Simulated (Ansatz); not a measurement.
Runs of Ansatz 0.2.0 on ZrN. Symmetry: Fm-3m, No. 225, cubic system. Conventional cell: a = 4.600 Å, b = 4.600 Å, c = 4.600 Å, α = 90.00°, β = 90.00°, γ = 90.00°. Around Zr (site symmetry m-3m) lie 6 N at 2.30 Å. N (site symmetry m-3m) is surrounded by 6 Zr at 2.30 Å. 

```csv
task,level,cell,smearing,gap on the mesh (eV),pressure (GPa),relaxed volume (Å³/atom)
single point,PBE,as given,gaussian 0.028 eV,none,-0.9,-
relaxation of cell and atoms,PBEsol+D3(BJ),relaxed,fermi-dirac 0.05 eV,-,0.0,(a)
single point,PBE,as given,gaussian 0.02 eV,none,-0.9,-
single point,PBE,as given,gaussian 0.024 eV,none,-0.9,-
single point,PBE,as given,gaussian 0.016 eV,none,-0.9,-
relaxation of cell and atoms,PBE+D3(BJ),relaxed,fermi-dirac 0.05 eV,none,0.0,11.85
single point,PBE,as given,gaussian 0.019 eV,none,-0.9,-
single point,PBE,as given,gaussian 0.026 eV,none,-0.9,-
```

Alike in all rows: potentials or basis Ansatz PAW; no spin polarisation; k mesh 10 × 10 × 10; cutoff (eV) 420.

**Question.** Fill in the values left out.

**Answer.** (a) 11.54.

Caveats: the plane-wave basis is chosen anew once the cell has moved, so the energies of steps on either side of that aren't comparable (some runs); the PAW data sets come from PBE, with cores solved anew for the run's functional, which leaves a small shift of forces and pressure (some runs); pairwise dispersion overbinds metals, which lowers pressure and volume (some runs).

A k mesh can miss the band edges, and the runs leave out spin-orbit coupling on Zr.

A gap of «none» marks a metal or a gap under the smearing width.
